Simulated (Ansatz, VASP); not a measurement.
## One calculation of Hf, two programs

```
Hf
1.0
    -1.79289    1.79289    1.79289
     1.79289   -1.79289    1.79289
     1.79289    1.79289   -1.79289
Hf
1
Cartesian
  0.0000 0.0000 0.0000
```

Change from the starting cell: volume scaled by 0.98.

Alike in both runs: task single point; functional PBEsol; k mesh 10 × 10 × 10; occupations fermi-dirac, width 0.05 eV; no spin polarisation.

|  | VASP | Ansatz |
| --- | --- | --- |
| version | VASP 6.6.1 | Ansatz 0.2.0 |
| potentials or method | VASP PAW PBE potentials, release 64 (Hf_pv) | Ansatz PAW |
| plane-wave cutoff (eV) | 520 | 420 |
| valence electrons in the cell | 10 | 26 |

```tsv
	VASP	Ansatz	Ansatz less VASP
gap on the k mesh at the Fermi level (eV)	none	none	-
pressure (GPa)	-7.7	-7.4	+0.29
```

A gap of «none» marks a metal or a gap that the smearing closes. The functional is the same, so the differences come from potentials, cutoffs and numerics. The two sets of potentials don't hold the same shells in valence.

Caveats: the PAW data sets were made with another functional, which shifts forces and pressure a little (VASP); the PAW data sets come from PBE, with cores solved anew for the run's functional, which leaves a small shift of forces and pressure (Ansatz). The runs have no spin-orbit coupling, so splittings on Hf are missing.
